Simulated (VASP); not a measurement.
# Ni (Fm-3m) in VASP: notebook

The runs below take Ni through relaxation of cell and atoms, with PBE.

All numbers are computed with VASP 6.6.1; they aren't measurements. Logs are shortened: lines on timing, memory, paths and dates and some standing lists are left out, and cuts for length are marked.

**1. The crystal as given**

It takes space group Fm-3m (No. 225, cubic). Conventional cell: a = 3.524 Å, b = 3.524 Å, c = 3.524 Å, α = 90.00°, β = 90.00°, γ = 90.00°. Ni (site symmetry m-3m) has 12 Ni at 2.49 Å as nearest neighbours.

**2. Relaxation of cell and atoms, PBE**

INCAR reads:

```
PREC     = Accurate       # precision mode
ENCUT    = 520            # plane-wave cutoff, eV
EDIFF    = 1E-7           # SCF threshold, eV
ISMEAR   = 0              # smearing method
SIGMA    = 0.1            # smearing width, eV
LREAL    = False          # projectors in reciprocal space
LASPH    = True           # aspherical terms in the spheres
NELM     = 60             # most SCF steps
ALGO     = Normal         # electronic algorithm
ISIF     = 3              # what is computed and relaxed
LWAVE    = False          # write WAVECAR
LCHARG   = False          # write CHGCAR
GGA      = PE             # functional
IBRION   = 2              # ionic algorithm
NSW      = 80             # ionic steps
EDIFFG   = -0.002         # ionic threshold
```

KPOINTS reads:

```
Automatic mesh
0
Gamma
  20 20 20
```

POSCAR reads:

```
Ni
1.0
    0.0000000000      1.7619350000      1.7619350000
    1.7619350000      0.0000000000      1.7619350000
    1.7619350000      1.7619350000      0.0000000000
Ni
1
Direct
    0.0000000000      0.0000000000      0.0000000000
```

Potentials or basis: VASP PAW PBE potentials, release 64 (Ni).

Run with:

```bash
cat potpaw_PBE.64/Ni/POTCAR > POTCAR
mpirun -np 1 vasp_std > vasp.out
```

OUTCAR:

```text
PREC = Accurate
   ENCUT = 520
   EDIFF = 1E-7
   ISMEAR = 0
   LREAL = False
   LASPH = True
   NELM = 60
   ISIF = 3
   GGA = PE
   IBRION = 2
   NSW = 80
   EDIFFG = -0.002

 ion  position               nearest neighbor table
   1  0.000  0.000  0.000-

  LATTYP: Found a face centered cubic cell.
 ALAT       =     3.5238700000

  Lattice vectors:

 A1 = (   0.0000000000,   1.7619350000,   1.7619350000)
 A2 = (   1.7619350000,   0.0000000000,   1.7619350000)
 A3 = (   1.7619350000,   1.7619350000,   0.0000000000)

Analysis of symmetry for initial positions (statically):
=====================================================================
 Subroutine PRICEL returns:
 Original cell was already a primitive cell.

 Routine SETGRP: Setting up the symmetry group for a
 face centered cubic supercell.

 Subroutine GETGRP returns: Found 48 space group operations
 (whereof 48 operations were pure point group operations)
 out of a pool of 48 trial point group operations.

The static configuration has the point symmetry O_h .

Analysis of symmetry for dynamics (positions and initial velocities):
=====================================================================
 Subroutine PRICEL returns:
 Original cell was already a primitive cell.

 Routine SETGRP: Setting up the symmetry group for a
 face centered cubic supercell.

 Subroutine GETGRP returns: Found 48 space group operations
 (whereof 48 operations were pure point group operations)
 out of a pool of 48 trial point group operations.

The dynamic configuration has the point symmetry O_h .

 Subroutine INISYM returns: Found 48 space group operations
 (whereof 48 operations are pure point group operations),
 and found     1 'primitive' translations

----------------------------------------------------------------------------------------

                                     Primitive cell

  volume of cell :      10.9396

  direct lattice vectors                    reciprocal lattice vectors
     0.000000000  1.761935000  1.761935000    -0.283778914  0.283778914  0.283778914
     1.761935000  0.000000000  1.761935000     0.283778914 -0.283778914  0.283778914
     1.761935000  1.761935000  0.000000000     0.283778914  0.283778914 -0.283778914

  length of vectors
     2.491752373  2.491752373  2.491752373     0.491519496  0.491519496  0.491519496

  position of ions in fractional coordinates (direct lattice)
     0.000000000  0.000000000  0.000000000

  ion indices of the primitive-cell ions
   primitive index   ion index
                 1           1

----------------------------------------------------------------------------------------

 KPOINTS: Automatic mesh

Automatic generation of k-mesh.
 Grid dimensions read from file:
 generate k-points for:   20   20   20

 Generating k-lattice:

  Cartesian coordinates                     Fractional coordinates (reciprocal lattice)
    -0.014188946  0.014188946  0.014188946     0.050000000  0.000000000  0.000000000
     0.014188946 -0.014188946  0.014188946     0.000000000  0.050000000  0.000000000
     0.014188946  0.014188946 -0.014188946     0.000000000  0.000000000  0.050000000

  Length of vectors
     0.024575975  0.024575975  0.024575975

  Shift w.r.t. Gamma in fractional coordinates (k-lattice)
     0.000000000  0.000000000  0.000000000

 Subroutine IBZKPT returns following result:
 ===========================================

 Found    256 irreducible k-points:

 Following reciprocal coordinates:
            Coordinates               Weight
  0.000000  0.000000  0.000000      1.000000
  0.050000  0.000000  0.000000      8.000000
  0.100000  0.000000  0.000000      8.000000
  0.150000  0.000000  0.000000      8.000000
  0.200000  0.000000  0.000000      8.000000
  0.250000  0.000000  0.000000      8.000000
[... 16 lines left out ...]
 -0.400000  0.050000  0.000000     24.000000
 -0.350000  0.050000  0.000000     24.000000
 [... further k-points ...]
   k-points           NKPTS =    256   k-points in BZ     NKDIM =    256   number of bands    NBANDS=      9
   number of dos      NEDOS =    301   number of ions     NIONS =      1
   total plane-waves  NPLWV =   8000
   dimension x,y,z NGX =    20 NGY =   20 NGZ =   20
   dimension x,y,z NGXF=    40 NGYF=   40 NGZF=   40
   ions per type =               1
   NGX,Y,Z   is equivalent  to a cutoff of  13.34, 13.34, 13.34 a.u.
   NGXF,Y,Z  is equivalent  to a cutoff of  26.69, 26.69, 26.69 a.u.
 SYSTEM =  unknown system
   PREC   = accura    normal or accurate (medium, high low for compatibility)
   ISTART =      0    job   : 0-new  1-cont  2-samecut
   ICHARG =      2    charge: 1-file 2-atom 10-const
   ISPIN  =      1    spin polarized calculation?
   LNONCOLLINEAR =      F non collinear calculations
   LSORBIT =      F    spin-orbit coupling
   LASPH  =      T    aspherical Exc in radial PAW
   ENCUT  =  520.0 eV  38.22 Ry    6.18 a.u.   4.63  4.63  4.63*2*pi/ulx,y,z
   NELM   =     60;   NELMIN=  2; NELMDL= -5     # of ELM steps
   EDIFF  = 0.1E-06   stopping-criterion for ELM
   LREAL  =      F    real-space projection
   EDIFFG = -.2E-02   stopping-criterion for IOM
   NSW    =     80    number of steps for IOM
   IBRION =      2    ionic relax: 0-MD 1-quasi-New 2-CG
   NFREE  =      1    steps in history (QN), initial steepest desc. (CG)
   ISIF   =      3    stress and relaxation
   ISYM   =      2    0-nonsym 1-usesym 2-fastsym
   POTIM  = 0.5000    time-step for ionic-motion
   TEBEG  =    0.0;   TEEND  =   0.0 temperature during run
   PSTRESS=    0.0 pullay stress
   NELECT =      10.0000    total number of electrons
   NUPDOWN=      -1.0000    fix difference up-down
   EMIN   =  10.00;   EMAX   =-10.00  energy-range for DOS
   EFERMI =   0.00;   METHOD = LEGACY
   ISMEAR =     0;   SIGMA  =   0.10  broadening in eV -4-tet -1-fermi 0-gaus
   EFERMI_NEDOS =   21; number of points for ismear=-14 and -15
   IALGO  =     38    algorithm
   IMIX   =      4    mixing-type and parameters
     AMIX     =   0.40;   BMIX     =  1.00
     AMIX_MAG =   1.60;   BMIX_MAG =  1.00
  volume/ion in A,a.u.               =      10.94        73.82
  Fermi-wavevector in a.u.,A,eV,Ry     =   1.588821  3.002436 34.345893  2.524352
  Thomas-Fermi vector in A             =   2.687765
   LORBIT       =      0    0 simple, 1 ext, 2 COOP (PROOUT), +10 PAW based schemes
   GGA     = PE    functional components
   LHFCALC =     F    Hartree Fock is set to
   AEXX    =    0.0000 exact exchange contribution
   IVDW    =     0    specifies the selected vdW correction
   LEPSILON=     F    determine dielectric tensor
   LRPA    =     F    only Hartree local field effects (RPA)
 conjugate gradient relaxation of ions
 non-spin polarized calculation
 Gauss-broadening in eV      SIGMA  =   0.10
  energy-cutoff  :      520.00
  volume of cell :       10.94
 maximum number of plane-waves:       306
   NGX =  9   NGY =  9   NGZ =  9

--------------------------------------- Ionic step        1  -------------------------------------------

 number of electron      10.0000010 magnetization

 Free energy of the ion-electron system (eV)
  ---------------------------------------------------
  ext. energy  EPLUGINS =         0.00000000
  ---------------------------------------------------
  free energy    TOTEN  =        -5.42277243 eV

  energy without entropy =       -5.40352001  energy(sigma->0) =       -5.41314622

------------------------ aborting loop because EDIFF is reached ----------------------------------------

  FORCE on cell =-STRESS in cart. coord.  units (eV):
  Direction    XX          YY          ZZ          XY          YZ          ZX
  --------------------------------------------------------------------------------------
  -------------------------------------------------------------------------------------
  Total       -0.1403242     -0.1403242     -0.1403242     -0.0000000     -0.0000000     -0.0000000
  in kB      -20.5515027    -20.5515027    -20.5515027     -0.0000000     -0.0000000     -0.0000000
  external PRESSURE =     -20.5515027 kB  Pullay stress =       0.0000000 kB
[... 55 lines left out ...]
  energy  without entropy=       -5.4041353707  energy(sigma->0) =       -5.41352726

--------------------------------------- Ionic step        3  -------------------------------------------

 number of electron      10.0000008 magnetization

 Free energy of the ion-electron system (eV)
  ---------------------------------------------------
  ext. energy  EPLUGINS =         0.00000000
  ---------------------------------------------------
  free energy    TOTEN  =        -5.42354610 eV

  energy without entropy =       -5.40454347  energy(sigma->0) =       -5.41404478

 E-fermi :   9.2549     XC(G=0): -13.2855

 val. band max:        9.2512159152   @ k =  -0.4000   0.3500   0.1000
 cond. band min:       9.2578632634   @ k =  -0.4500   0.3000   0.0000
 fundamental gap:      0.0066473482
 Fermi energy:         9.2548591749

 k-point     1 :       0.0000    0.0000    0.0000
  band No.  band energies     occupation
      1       0.3872      2.00000
      2       7.4002      2.00000
      3       7.4002      2.00000
      4       7.4002      2.00000
      5       8.5062      2.00000
      6       8.5062      2.00000
      7      33.1395      0.00000
      8      37.1152      0.00000
      9      37.1152      0.00000
[... 265 lines left out ...]
 k-point    24 :      -0.3500    0.0500    0.0000
  band No.  band energies     occupation
      1       4.3644      2.00000
      2       7.4245      2.00000
      3       7.4639      2.00000
      4       7.4849      2.00000
      5       8.9085      2.00000
      6       9.2400      1.16665
      7      18.7628      0.00000
      8      31.1809      0.00000
      9      33.5785      0.00000

 [... further k-points ...]
[... 5 lines left out ...]
  --------------------------------------------------------------------------------------
  -------------------------------------------------------------------------------------
  Total        0.0016640      0.0016640      0.0016640      0.0000000      0.0000000      0.0000000
  in kB        0.2463548      0.2463548      0.2463548      0.0000000      0.0000000      0.0000000
  external PRESSURE =       0.2463548 kB  Pullay stress =       0.0000000 kB
[... 16 lines left out ...]
  FREE ENERGIE OF THE ION-ELECTRON SYSTEM (eV)
  ---------------------------------------------------
  free  energy   TOTEN  =        -5.4235460965 eV

  energy  without entropy=       -5.4045434725  energy(sigma->0) =       -5.41404478

 reached required accuracy - stopping structural energy minimisation
```

Run time: 38 s. Hardware: 1 thread of Intel Xeon Platinum 8488C (Sapphire Rapids), shared host; peak memory 0.15 GiB.

What came out:

```yaml
Free_energy: -5.4235 eV
Relaxed_volume: 10.82 Å³/atom
Relaxed_cell: a = 2.483 Å, b = 2.483 Å, c = 2.483 Å, α = 60.00°, β = 60.00°, γ = 60.00°
Space_group_after_relaxing_to_0.05_Å: Fm-3m (No. 225)
Energy_gained_by_relaxing: 0.8 meV/atom
Ionic_steps: 3
Pressure_after_relaxing: 0.0 GPa
Band_gap_on_the_k_mesh: none (metal or under the smearing width)
```

The path:
```tsv
step	energy change (eV)	largest force (eV/Å)	pressure (GPa)	volume (Å³)
1	0.0000	0.0000	-2.06	10.94
2	-0.0001	0.0000	1.98	10.72
3	-0.0008	0.0000	0.02	10.82
```

Final structure:
```
CELL_PARAMETERS angstrom
0.00000 1.75559 1.75559
1.75559 0.00000 1.75559
1.75559 1.75559 0.00000
ATOMIC_POSITIONS crystal
Ni 0.00000 0.00000 0.00000
```

Caveat: the run has no spin polarisation, though such a crystal can be magnetic. Spin polarisation is off, so any magnetic state and its effect on volume and gap are missing.

**3. Relaxation of cell and atoms, PBE**

This run uses another cell than the first one, of 10.82 Å³/atom, 0.989 times its volume.

INCAR is that of step 2.

KPOINTS is that of step 2.

POSCAR reads:

```
Ni                                      
1.0
   -0.0000000000      1.7555863218      1.7555863218
    1.7555863218      0.0000000000      1.7555863218
    1.7555863218      1.7555863218     -0.0000000000
  Ni            
     1
Direct
     0.0000000000000000    0.0000000000000000    0.0000000000000000
```

Potentials or basis: VASP PAW PBE potentials, release 64 (Ni).

Run with:

```bash
cat potpaw_PBE.64/Ni/POTCAR > POTCAR
mpirun -np 1 vasp_std > vasp.out
```

It took 26 s on 1 thread of Intel Xeon Platinum 8488C (Sapphire Rapids), shared host; peak memory 0.14 GiB.

Results (log left out):

* Free energy: -5.4235 eV
* Relaxed volume: 10.82 Å³/atom
* Relaxed cell: a = 2.483 Å, b = 2.483 Å, c = 2.483 Å, α = 60.00°, β = 60.00°, γ = 60.00°
* Space group after relaxing (to 0.05 Å): Fm-3m (No. 225)
* Energy gained by relaxing: 0.0 meV/atom
* Ionic steps: 3
* Pressure after relaxing: 0.0 GPa
* Band gap on the k mesh: none (metal or under the smearing width)

Final structure:
```cif
data_structure
_symmetry_space_group_name_H-M 'P 1'
_symmetry_Int_Tables_number 1
_cell_length_a 2.4830
_cell_length_b 2.4830
_cell_length_c 2.4830
_cell_angle_alpha 60.000
_cell_angle_beta 60.000
_cell_angle_gamma 60.000
_cell_volume 10.82
loop_
_atom_site_label
_atom_site_type_symbol
_atom_site_fract_x
_atom_site_fract_y
_atom_site_fract_z
_atom_site_occupancy
Ni1 Ni 0.00000 0.00000 0.00000 1
```

Levels at points of the mesh, in eV from the Fermi level:
| k point | band 1 | band 2 | band 3 | band 4 | band 5 | band 6 | band 7 | band 8 | band 9 |
| --- | --- | --- | --- | --- | --- | --- | --- | --- | --- |
| (0.00, 0.00, 0.00) | -8.87 | -1.85 | -1.85 | -1.85 | -0.75 | -0.75 | 23.88 | 27.86 | 27.86 |
| (0.50, 0.00, 0.00) | -4.44 | -1.90 | -1.90 | -0.14 | -0.01 | -0.01 | 6.12 | 22.38 | 25.01 |
| (0.50, 0.50, 0.00) | -4.29 | -3.70 | -0.02 | 0.18 | 0.18 | 2.63 | 9.59 | 15.08 | 15.08 |

Caveat: the run has no spin polarisation, though such a crystal can be magnetic.
